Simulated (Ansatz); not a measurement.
The system is Co.

```xyz
4
Lattice="2.4706 0.0000 0.0000 -1.2353 2.1396 0.0000 0.0000 0.0000 8.0882" Properties=species:S:1:pos:R:3 pbc="T T T"
Co    1.2353    0.7132    6.0662
Co    0.0000    0.0000    4.0441
Co    0.0000    1.4264    2.0221
Co    0.0000    0.0000    0.0000
```

| Quantity | Value |
| --- | --- |
| Program | Ansatz 0.2.0 |
| Task | relaxation of cell and atoms |
| Functional | PBEsol |
| Dispersion | D3(BJ) |
| Potentials or basis | Ansatz PAW |
| Cutoff | 420 eV (not typed: the program's choice for these potentials) |
| k mesh | 12 × 12 × 4 |
| Occupations | fermi-dirac, width 0.05 eV |
| Spin | collinear spin, ferromagnetic start |
| Starting moments | [2.0, 2.0, 2.0, 2.0] μB |

At the start: volume 10.69 Å³/atom.

**Question.** How do energy, volume and symmetry change on relaxing?

**Answer.** It ends after 7 steps and the volume is 10.14 Å³/atom (-5.1 %); space group P6_3/mmc (No. 194, to 0.05 Å); moment 6.31 μB per cell.

The path:
```csv
step,energy change (eV),largest force (eV/Å),volume (Å³)
1,0.0000,0.0000,42.75
2,-0.0678,0.0000,41.60
3,-0.0887,0.0000,40.50
4,-0.0888,0.0000,40.59
5,-0.0866,0.0000,40.59
6,-0.0866,0.0000,40.57
7,-0.0866,0.0000,40.57
```

Final structure:
```yaml
crystal:
  lattice:
    - [2.43704, 0.00000, 0.00000]
    - [-1.21852, 2.11053, 0.00000]
    - [0.00000, 0.00000, 7.88833]
  atoms:
    - { symbol: Co, position: [0.66667, 0.33333, 0.75000] }
    - { symbol: Co, position: [0.00000, 0.00000, 0.50000] }
    - { symbol: Co, position: [0.33333, 0.66667, 0.25000] }
    - { symbol: Co, position: [0.00000, 0.00000, 0.00000] }
```

Caveat: the plane-wave basis is chosen anew once the cell has moved, so the energies of steps on either side of that aren't comparable; the PAW data sets come from PBE, with cores solved anew for the run's functional, which leaves a small shift of forces and pressure.
